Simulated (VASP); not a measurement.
## InP: single point with r2SCAN

**Measured values to compare with.**

A printed reference work, data compilation reports, for a bulk crystal of InP at 1.6 K: band gap 1.4236 eV (direct).

InP:

```
In P
1.0
     0.00000    2.93407    2.93407
     2.93407    0.00000    2.93407
     2.93407    2.93407    0.00000
In P
1 1
Direct
  0.00000 0.00000 0.00000
  0.25000 0.25000 0.25000
```

```
Program                : VASP 6.6.1
Task                   : single point
Functional             : r2SCAN
Potentials or basis    : VASP PAW PBE potentials, release 64 (In_d, P)
Cutoff                 : 520 eV
k mesh                 : 8 × 8 × 8
Occupations            : fermi-dirac, width 0.02 eV
Spin                   : no spin polarisation
Dipole correction      : no
Further INCAR settings : ALGO = Normal; EDIFF = 1e-06; NBANDS = 16
```

The pressure is 1.3 GPa and the band gap on the k mesh is 1.15 eV, direct.

Levels at points of the mesh, in eV from the valence-band top:
```tsv
k point	band 7	band 8	band 9	band 10	band 11	band 12
(0.00, 0.00, 0.00)	0.00	0.00	0.00	1.15	4.44	4.44
(0.50, 0.00, 0.00)	-5.86	-1.00	-1.00	1.86	5.16	5.16
(0.50, 0.50, 0.00)	-5.86	-2.40	-2.40	2.01	2.55	9.86
```

Wall time 41 s on 1 thread of Intel(R) Xeon(R) 6975P-C (Granite Rapids) (shared host), peak memory 0.19 GiB.

A measured gap of InP is 1.4236 eV (direct; 1.6 K; a printed reference work, data compilation); the calculated 1.15 eV misses it by -0.28 eV. Spin-orbit coupling on In is left out. The value is that of r2SCAN, without temperature or zero-point motion.

Caveat: the PAW data sets were made with another functional, which shifts forces and pressure a little; spin-orbit coupling is left out, which moves the levels of the heavy elements.
